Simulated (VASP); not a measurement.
MgF₂ (rutile): the lattice constant c from VASP (plane waves, PAW) at several levels of theory. Static lattice.  The measured value holds thermal and zero-point effects that the static calculation lacks.

```json
[
 {"level": "LDA", "lattice constant c (Å)": "3.003", "error against measurement": "-1.6 %"},
 {"level": "PBE", "lattice constant c (Å)": "3.091", "error against measurement": "+1.3 %"},
 {"level": "PBEsol", "lattice constant c (Å)": "3.059", "error against measurement": "+0.2 %"},
 {"level": "TPSS", "lattice constant c (Å)": "3.081", "error against measurement": "+0.9 %"},
 {"level": "SCAN", "lattice constant c (Å)": "3.031", "error against measurement": "-0.7 %"},
 {"level": "r2SCAN", "lattice constant c (Å)": "3.040", "error against measurement": "-0.4 %"}
]
```

Measured: 3.052 Å (as given by Wikipedia, Sellaite (infobox)).

The cell of the LDA run:

MgF$_{2}$ is taken in the tetragonal space group P4₂/mnm (No. 136), the rutile structure, Pearson symbol tP6. Conventional cell: a = b = 4.5339 Å, c = 3.0035 Å, α = β = γ = 90.00°. Mg on 2a sees 6 F at 1.940–1.964 Å (octahedral). F on 4f is surrounded by 3 Mg at 1.940–1.964 Å (trigonal planar). (Neighbours: up to the widest gap in distance over summed covalent radii, below 1.35, at either atom; cation-cation and far metal-metal contacts left out.)

Only levels that ran to the end are used. Left out are those held back, those with too coarse a band path, GW runs whose mesh misses a band edge, hybrids' fits of cells that aren't cubic and levels without matching references; a question may draw on a part of the rest.

The compound is MgF2 in the rutile structure.
